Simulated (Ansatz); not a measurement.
Geometry optimisation, Ansatz, DFT PBE, scalar-relativistic, plane waves, PAW.

The input (input.yaml):

```yaml
accuracy: low
crystal:
  lattice:
    - [0.0, 5.43, 5.43]
    - [5.43, 0.0, 5.43]
    - [5.43, 5.43, 0.0]
  atoms:
    - { symbol: Si, position: [0.0, 0.0, 0.0] }
    - { symbol: Si, position: [0.125, 0.125, 0.125] }
    - { symbol: Si, position: [0.0, 0.0, 0.5] }
    - { symbol: Si, position: [0.125, 0.125, 0.625] }
    - { symbol: Si, position: [0.0, 0.5, 0.0] }
    - { symbol: Si, position: [0.125, 0.625, 0.125] }
    - { symbol: Si, position: [0.0, 0.5, 0.5] }
    - { symbol: Si, position: [0.125, 0.625, 0.625] }
    - { symbol: Si, position: [0.5, 0.0, 0.0] }
    - { symbol: Si, position: [0.625, 0.125, 0.125] }
    - { symbol: Si, position: [0.5, 0.0, 0.5] }
    - { symbol: Si, position: [0.625, 0.125, 0.625] }
    - { symbol: Si, position: [0.5, 0.5, 0.0] }
    - { symbol: Si, position: [0.625, 0.625, 0.125] }
    - { symbol: Si, position: [0.5, 0.5, 0.5] }
    - { symbol: Si, position: [0.625, 0.625, 0.625] }
    - { symbol: O, position: [0.806022, 0.8146717, 0.5562075], spin: 1.0 }
magnetization:
  spin_polarized: true
basis:
  ecutwfc: 420.0
kpoints:
  mp_grid: { grid: [2, 2, 2] }
hamiltonian:
  xc: pbe
  pseudopotentials: { kind: paw, azcp: { folder: soft_1 } }
scf:
  occupations: { method: fermi_dirac, width: 0.02 }
  lower_state_search: "off"
relax:
  f_tol: 0.08
  max_steps: 25
  adjacent_minimum: "off"
```

Command:

```bash
$ ansatz run input.yaml --threads 1 --pin off --max-ram 3072MiB --backend cpu --events-out ev --progress --plain --runs-dir out
```

Q: Where does it end, and by what steps?

A: The run converged. Limits of this set-up: coarse k mesh, a small cell, in which the defect meets its images, low accuracy level. After 8 steps the energy has fallen by 2.428 eV; O17 moved furthest, 0.88 Å.

```tsv
step	energy less start (eV)	largest force component (eV/Å)	accepted
0	0.0000	0.433	yes
1	-0.0395	0.534	yes
2	-0.2103	1.186	yes
3	-0.5565	1.415	yes
4	-1.1093	1.632	yes
5	-2.0854	1.074	yes
6	-2.3152	1.088	yes
7	-2.4191	0.127	yes
8	-2.4280	0.020	yes
```

```xyz
17
Lattice="0.0000 5.4300 5.4300 5.4300 0.0000 5.4300 5.4300 5.4300 0.0000" Properties=species:S:1:pos:R:3
Si 0.007 0.101 -0.071
Si 1.376 1.369 1.357
Si 2.731 2.711 -0.017
Si 3.899 4.323 1.239
Si 2.698 -0.006 2.727
Si 4.051 1.432 3.999
Si 5.193 2.981 2.638
Si 6.770 4.050 4.064
Si 0.025 2.645 2.793
Si 1.360 4.061 4.099
Si 2.902 5.412 3.025
Si 4.309 6.717 4.341
Si 2.714 2.726 5.423
Si 4.064 3.996 6.887
Si 5.598 5.303 5.672
Si 6.593 7.084 6.766
O 7.453 6.792 8.159
```

Whether the end is a true minimum wasn't checked by a vibrational analysis.

Run time: 110 s on 1 thread of Arm Neoverse V2, on a shared host, peak memory 0.66 GiB.
